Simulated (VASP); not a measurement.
Runs of VASP 6.6.1 on Al. All rows change the cell; the cell of one of them follows. The typed cell holds 1 atom: a = 2.839 Å, b = 2.840 Å, c = 2.869 Å, α = 60.19°, β = 62.21°, γ = 59.49°. 

```tsv
task	level	cell	cutoff (eV)	smearing	gap on the mesh (eV)	pressure (GPa)	relaxed volume (Å³/atom)
single point	r2SCAN	cell sheared at random, sigma 0.03, atoms nudged by 0.01 Å	520	fermi-dirac 0.05 eV	none	-3.3	-
relaxation of cell and atoms	r2SCAN	relaxed from: cell sheared at random, sigma 0.03, atoms nudged by 0.01 Å	600	methfessel-paxton 0.1 eV	none	0.0	15.90
relaxation of cell and atoms	r2SCAN+D3(BJ)	relaxed from: cell sheared at random, sigma 0.03, atoms nudged by 0.01 Å	600	methfessel-paxton 0.1 eV	none	0.0	(a)
relaxation of the atoms	r2SCAN	atoms relaxed from: cell sheared at random, sigma 0.03, atoms nudged by 0.01 Å; cell strained at random at fixed volume	520	methfessel-paxton 0.1 eV	none	-3.4	-
relaxation of cell and atoms	rSCAN	relaxed from: cell sheared at random, sigma 0.03, atoms nudged by 0.01 Å	600	methfessel-paxton 0.1 eV	none	0.0	15.97
```

Alike in all rows: potentials or basis VASP PAW PBE potentials, release 64 (Al); no spin polarisation; k mesh 11 × 11 × 11.

Problem. Estimate the missing entries.

Solution. (a) 15.61.

Caveats: the PAW data sets were made with another functional, which shifts forces and pressure a little; pairwise dispersion overbinds metals, which lowers pressure and volume (some runs); the relaxation stopped at its first step, so nothing moved (some runs).

A gap of «none» marks a metal or a gap under the smearing width.
